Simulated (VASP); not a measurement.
# BN (P6_3/mmc) in VASP: notebook, part 2 of 2

VASP 6.6.1.

## (4) Relaxation of cell and atoms, PBE+D3(BJ)

Input file INCAR:

```
SYSTEM = BN
PREC = Accurate ; ENCUT = 600
EDIFF = 1E-6 ; ISMEAR = 0
SIGMA = 0.03 ; LREAL = .FALSE.
LASPH = .TRUE. ; NELM = 80
ALGO = Normal ; ISIF = 3
LWAVE = .FALSE. ; LCHARG = .FALSE.
GGA = PE ; IVDW = 12
IBRION = 2 ; NSW = 90
EDIFFG = -0.01 ; KPAR = 4
```

Input file KPOINTS:

```
Automatic mesh
0
G
  12 12 4
  0 0 0
```

Input file POSCAR:

```
BN
1.0
    2.4982400000      0.0000000000      0.0000000000
   -1.2491200000      2.1635393048      0.0000000000
    0.0000000000      0.0000000000      6.6357000000
B N
2 2
Direct
    0.3333333333      0.6666666667      0.2500000000
    0.6666666667      0.3333333333      0.7500000000
    0.3333333333      0.6666666667      0.7500000000
    0.6666666667      0.3333333333      0.2500000000
```

Potentials or basis: VASP PAW PBE potentials, release 64 (B, N).

The run is started by

```console
> cat potpaw_PBE.64/B/POTCAR potpaw_PBE.64/N/POTCAR > POTCAR
> mpirun -np 4 vasp_std > vasp.out
```

OUTCAR:

```text
SYSTEM = BN
   PREC = Accurate
   ENCUT = 600
   EDIFF = 1E-6
   ISMEAR = 0
   LREAL = .FALSE.
   LASPH = .TRUE.
   NELM = 80
   ISIF = 3
   GGA = PE
   IVDW = 12
   IBRION = 2
   NSW = 90
   EDIFFG = -0.01
 IVDW          = 12

 ion  position               nearest neighbor table
   1  0.333  0.667  0.250-   4 1.44   4 1.44   4 1.44
   2  0.667  0.333  0.750-   3 1.44   3 1.44   3 1.44
   3  0.333  0.667  0.750-   2 1.44   2 1.44   2 1.44
   4  0.667  0.333  0.250-   1 1.44   1 1.44   1 1.44

  LATTYP: Found a hexagonal cell.
 ALAT       =     2.4982400000
 C/A-ratio  =     2.6561499296

  Lattice vectors:

 A1 = (   2.4982400000,   0.0000000000,   0.0000000000)
 A2 = (  -1.2491200000,   2.1635393048,   0.0000000000)
 A3 = (   0.0000000000,   0.0000000000,   6.6357000000)

Analysis of symmetry for initial positions (statically):
=====================================================================
[... 440 lines left out ...]
  free energy    TOTEN  =       -35.15466524 eV

  energy without entropy =      -35.15466524  energy(sigma->0) =      -35.15466524

 E-fermi :   2.4812     XC(G=0): -10.1203

 val. band max:        2.3340204858   @ k =   0.3333   0.2500   0.0000
 cond. band min:       6.5897523264   @ k =   0.5000   0.0000   0.0000
 fundamental gap:      4.2557318407
 Fermi energy:         2.4811911168

 k-point     1 :       0.0000    0.0000    0.0000
  band No.  band energies     occupation
      1     -15.4621      2.00000
      2     -15.1482      2.00000
      3      -3.9082      2.00000
      4      -1.6921      2.00000
      5       0.9959      2.00000
      6       0.9959      2.00000
      7       1.0364      2.00000
      8       1.0364      2.00000
      9       7.6458      0.00000
     10      12.7373      0.00000
     11      13.8516      0.00000
     12      13.8516      0.00000
[... 331 lines left out ...]
 k-point    24 :       0.3333    0.0000    0.2500
  band No.  band energies     occupation
      1     -13.4463      2.00000
      2     -13.2868      2.00000
      3      -4.5533      2.00000
      4      -4.4902      2.00000
      5      -1.2470      2.00000
      6      -1.1997      2.00000
      7      -0.8699      2.00000
      8       0.3967      2.00000
      9       9.1596      0.00000
     10       9.7723      0.00000
     11      11.3263      0.00000
     12      12.5270      0.00000

 [... further k-points ...]

------------------------ aborting loop because EDIFF is reached ----------------------------------------

 Edisp (eV)   -0.56942

 E8    (eV) :    -0.1669
[... 27 lines left out ...]
  FREE ENERGIE OF THE ION-ELECTRON SYSTEM (eV)
  ---------------------------------------------------
  free  energy   TOTEN  =       -35.7240813947 eV

  energy  without entropy=      -35.7240813947  energy(sigma->0) =      -35.72408139

 reached required accuracy - stopping structural energy minimisation
```

It took 35 s on 4 MPI ranks of Intel Xeon Platinum 8488C (Sapphire Rapids), shared host; peak memory 0.17 GiB.

What came out:

```
Free energy                            : -35.7241 eV
Relaxed volume                         : 8.95 Å³/atom
Relaxed cell                           : a = 2.506 Å, b = 2.506 Å, c = 6.584 Å, α = 90.00°, β = 90.00°, γ = 120.00°
Space group after relaxing (to 0.05 Å) : P6_3/mmc (No. 194)
Energy gained by relaxing              : 0.7 meV/atom
Ionic steps                            : 7
Pressure after relaxing                : 0.0 GPa
Band gap on the k mesh                 : 4.26 eV, indirect (least direct gap 4.63 eV)
Dispersion energy per atom             : -0.142 eV
```

Stress tensor (GPa, compression positive):
```
 0.05  0.00  0.00
 0.00  0.05  0.00
 0.00  0.00 -0.11
```

The path:
| step | energy change (eV) | largest force (eV/Å) | pressure (GPa) | volume (Å³) |
| --- | --- | --- | --- | --- |
| 1 | 0.0000 | 0.0000 | 2.26 | 35.87 |
| 2 | 0.0069 | 0.0000 | -4.50 | 36.53 |
| 3 | -0.0026 | 0.0000 | -0.12 | 36.09 |
| 4 | -0.0026 | 0.0000 | -0.09 | 36.09 |
| 5 | -0.0027 | 0.0000 | -0.07 | 36.06 |
| 6 | -0.0028 | 0.0000 | -0.05 | 35.98 |
| 7 | -0.0030 | 0.0000 | -0.01 | 35.82 |

Final structure:
```cif
data_structure
_symmetry_space_group_name_H-M 'P 1'
_symmetry_Int_Tables_number 1
_cell_length_a 2.5063
_cell_length_b 2.5063
_cell_length_c 6.5843
_cell_angle_alpha 90.000
_cell_angle_beta 90.000
_cell_angle_gamma 120.000
_cell_volume 35.82
loop_
_atom_site_label
_atom_site_type_symbol
_atom_site_fract_x
_atom_site_fract_y
_atom_site_fract_z
_atom_site_occupancy
B1 B 0.33333 0.66667 0.25000 1
B2 B 0.66667 0.33333 0.75000 1
N1 N 0.33333 0.66667 0.75000 1
N2 N 0.66667 0.33333 0.25000 1
```

## (5) Relaxation of cell and atoms, HSE06

Input file POSCAR:

```
BN                                      
1.0
    2.5062642032      0.0000000000      0.0000000000
   -1.2531321016      2.1704884687     -0.0000000000
    0.0000000000      0.0000000000      6.5842539460
  B               N             
     2     2
Direct
     0.3333333332999970    0.6666666667000030    0.2500000000000000
     0.6666666667000030    0.3333333332999970    0.7500000000000000
     0.3333333332999970    0.6666666667000030    0.7500000000000000
     0.6666666667000030    0.3333333332999970    0.2500000000000000
```

Input file INCAR.step1:

```
SYSTEM = BN
PREC = Accurate ; ENCUT = 520
EDIFF = 1E-5 ; ISMEAR = 0
SIGMA = 0.03 ; LREAL = .FALSE.
LASPH = .TRUE. ; NELM = 80
ALGO = Normal ; LWAVE = .TRUE.
LCHARG = .FALSE. ; KPAR = 4
GGA = PE
```

Input file INCAR.step2:

```
SYSTEM = BN
PREC = Accurate ; ENCUT = 520
EDIFF = 1E-6 ; ISMEAR = 0
SIGMA = 0.03 ; LREAL = .FALSE.
LASPH = .TRUE. ; NELM = 80
ALGO = Normal ; ISIF = 3
LWAVE = .FALSE. ; LCHARG = .FALSE.
GGA = PE ; LHFCALC = .TRUE.
HFSCREEN = 0.2 ; PRECFOCK = Fast
IBRION = 2 ; NSW = 25
EDIFFG = -0.01 ; KPAR = 4
ISTART = 1
```

Input file KPOINTS:

```
Automatic mesh
0
G
  9 9 3
  0 0 0
```

Potentials or basis: VASP PAW PBE potentials, release 64 (B, N).

The run is started by

```console
> cat potpaw_PBE.64/B/POTCAR potpaw_PBE.64/N/POTCAR > POTCAR
> cp INCAR.step1 INCAR
> mpirun -np 4 vasp_std > vasp.out
> cp INCAR.step2 INCAR
> mpirun -np 4 vasp_std > vasp.out
```

OUTCAR:

```text
SYSTEM = BN
   PREC = Accurate
   ENCUT = 520
   EDIFF = 1E-6
   ISMEAR = 0
   LREAL = .FALSE.
   LASPH = .TRUE.
   NELM = 80
   ISIF = 3
   GGA = PE
   LHFCALC = .TRUE.
   HFSCREEN = 0.2
   PRECFOCK = Fast
   IBRION = 2
   NSW = 25
   EDIFFG = -0.01
   ISTART = 1

 ion  position               nearest neighbor table
   1  0.333  0.667  0.250-   4 1.45   4 1.45   4 1.45
   2  0.667  0.333  0.750-   3 1.45   3 1.45   3 1.45
   3  0.333  0.667  0.750-   2 1.45   2 1.45   2 1.45
   4  0.667  0.333  0.250-   1 1.45   1 1.45   1 1.45

  LATTYP: Found a hexagonal cell.
 ALAT       =     2.5062642032
 C/A-ratio  =     2.6271188559

  Lattice vectors:

 A1 = (   2.5062642032,   0.0000000000,   0.0000000000)
 A2 = (  -1.2531321016,   2.1704884687,   0.0000000000)
 A3 = (   0.0000000000,   0.0000000000,   6.5842539460)

Analysis of symmetry for initial positions (statically):
=====================================================================
 Subroutine PRICEL returns:
 Original cell was already a primitive cell.

 Routine SETGRP: Setting up the symmetry group for a
 hexagonal supercell.

 Subroutine GETGRP returns: Found 24 space group operations
 (whereof 12 operations were pure point group operations)
 out of a pool of 24 trial point group operations.

The static configuration has the point symmetry D_3d.
[... 299 lines left out ...]
      2     -18.9297      2.00000
      3      -5.8033      2.00000
      4      -4.6395      2.00000
      5      -1.0618      2.00000
      6      -1.0617      2.00000
      7      -1.0518      2.00000
      8      -1.0518      2.00000
      9       6.3044      0.00000
     10      10.8064      0.00000
     11      13.9164      0.00000
     12      13.9164      0.00000
[... 331 lines left out ...]
 k-point    24 :       0.3333    0.3333    0.3333
  band No.  band energies     occupation
      1     -14.9965      2.00000
      2     -14.9965      2.00000
      3      -8.1921      2.00000
      4      -8.1639      2.00000
      5      -7.4656      2.00000
      6      -7.4656      2.00000
      7       0.5213      2.00000
      8       0.5213      2.00000
      9       6.6426      0.00000
     10       6.6426      0.00000
     11      13.3880      0.00000
     12      14.6045      0.00000

[... ionic steps 4 to 8 ...]

--------------------------------------- Ionic step        9  -------------------------------------------

 number of electron      15.9999999 magnetization

------------------------ aborting loop because EDIFF is reached ----------------------------------------
[... 71 lines left out ...]
--------------------------------------- Ionic step       11  -------------------------------------------

 number of electron      15.9999998 magnetization

 Free energy of the ion-electron system (eV)
  ---------------------------------------------------
  ext. energy  EPLUGINS =         0.00000000
  ---------------------------------------------------
  free energy    TOTEN  =       -40.86832326 eV

  energy without entropy =      -40.86832326  energy(sigma->0) =      -40.86832326

 E-fermi :   1.1473     XC(G=0):  -7.9682

 val. band max:        0.9610135622   @ k =   0.3333   0.3333   0.3333
 cond. band min:       6.8116362457   @ k =   0.4444   0.1111   0.0000
 fundamental gap:      5.8506226835
 Fermi energy:         1.1473373810

 k-point     1 :       0.0000    0.0000    0.0000
  band No.  band energies     occupation
      1     -18.6400      2.00000
      2     -18.4590      2.00000
      3      -5.5795      2.00000
      4      -3.9596      2.00000
      5      -0.6011      2.00000
      6      -0.6011      2.00000
      7      -0.5811      2.00000
      8      -0.5811      2.00000
      9       7.0194      0.00000
     10      12.0877      0.00000
     11      14.3911      0.00000
     12      14.3911      0.00000
[... 374 lines left out ...]
  FREE ENERGIE OF THE ION-ELECTRON SYSTEM (eV)
  ---------------------------------------------------
  free  energy   TOTEN  =       -40.8683232648 eV

  energy  without entropy=      -40.8683232648  energy(sigma->0) =      -40.86832326

 reached required accuracy - stopping structural energy minimisation
```

OUTCAR.step1:

```text
SYSTEM = BN
   PREC = Accurate
   ENCUT = 520
   EDIFF = 1E-5
   ISMEAR = 0
   LREAL = .FALSE.
   LASPH = .TRUE.
   NELM = 80
[... 588 lines left out ...]
      1.25313      0.72350      4.93819         0.000000     -0.000000      0.000000
     -0.00000      1.44699      4.93819        -0.000000     -0.000000      0.000000
      1.25313      0.72350      1.64606         0.000000      0.000000      0.000000
 -----------------------------------------------------------------------------------
    total drift:                                0.000000     -0.000000      0.000000

  FREE ENERGIE OF THE ION-ELECTRON SYSTEM (eV)
  ---------------------------------------------------
  free  energy   TOTEN  =       -35.1481307371 eV

  energy  without entropy=      -35.1481307371  energy(sigma->0) =      -35.14813074
```

OSZICAR.step1:

```text
N       E                     dE             d eps       ncg     rms          rms(c)
DAV:   1     0.651579773186E+02    0.65158E+02   -0.83868E+03   576   0.123E+03
DAV:   2    -0.342349555746E+02   -0.99393E+02   -0.90029E+02   804   0.271E+02
DAV:   3    -0.386302381026E+02   -0.43953E+01   -0.43650E+01   736   0.607E+01
DAV:   4    -0.386765604185E+02   -0.46322E-01   -0.46303E-01   712   0.685E+00
DAV:   5    -0.386772684129E+02   -0.70799E-03   -0.70781E-03   744   0.821E-01    0.112E+01
DAV:   6    -0.355048356025E+02    0.31724E+01   -0.79643E+00   660   0.233E+01    0.507E+00
DAV:   7    -0.352257163251E+02    0.27912E+00   -0.49684E-01   720   0.619E+00    0.313E+00
DAV:   8    -0.351502427876E+02    0.75474E-01   -0.28592E-01   692   0.413E+00    0.397E-01
DAV:   9    -0.351471449076E+02    0.30979E-02   -0.11687E-02   712   0.981E-01    0.184E-01
DAV:  10    -0.351480374328E+02   -0.89253E-03   -0.12067E-03   708   0.308E-01    0.367E-02
DAV:  11    -0.351481340211E+02   -0.96588E-04   -0.18491E-04   716   0.122E-01    0.268E-02
DAV:  12    -0.351481307371E+02    0.32840E-05   -0.41935E-05   708   0.575E-02
   1 F= -.35148131E+02 E0= -.35148131E+02  d E =-.557904E-14
```

Wall time 31 min (4 MPI ranks of Intel Xeon Platinum 8488C (Sapphire Rapids), shared host); peak memory 0.25 GiB.

What came out:

```
Free energy                            : -40.8683 eV
Relaxed volume                         : 9.58 Å³/atom
Relaxed cell                           : a = 2.496 Å, b = 2.496 Å, c = 7.104 Å, α = 90.00°, β = 90.00°, γ = 120.00°
Space group after relaxing (to 0.05 Å) : P6_3/mmc (No. 194)
Energy gained by relaxing              : 6.4 meV/atom
Ionic steps                            : 11
Pressure after relaxing                : 0.0 GPa
Band gap on the k mesh                 : 5.85 eV, indirect (least direct gap 6.14 eV)
```

The path:
```csv
step,energy change (eV),largest force (eV/Å),pressure (GPa),volume (Å³)
1,0.0000,0.0000,-2.06,35.82
2,0.0085,0.0000,6.93,35.22
3,-0.0051,0.0000,1.25,35.59
4,-0.0084,0.0000,1.12,35.83
5,-0.0166,0.0000,0.70,36.54
6,-0.0251,0.0000,-0.06,37.96
7,-0.0117,0.0000,-1.62,40.81
8,-0.0257,0.0000,-0.40,38.52
9,-0.0257,0.0000,-0.31,38.35
10,-0.0232,0.0000,2.27,38.21
11,-0.0257,0.0000,0.02,38.34
```

Final structure:
```
B N
1.0
     2.49628    0.00000    0.00000
    -1.24814    2.16184    0.00000
     0.00000    0.00000    7.10369
B N
2 2
Direct
  0.33333 0.66667 0.25000
  0.66667 0.33333 0.75000
  0.33333 0.66667 0.75000
  0.66667 0.33333 0.25000
```

Caveat: the PAW data sets were made with another functional, which shifts forces and pressure a little; an odd mesh through Γ misses points on the zone boundary, where band edges often lie; this functional lacks dispersion, which binds the layers, so the pressure and a relaxed spacing across them are unreliable.
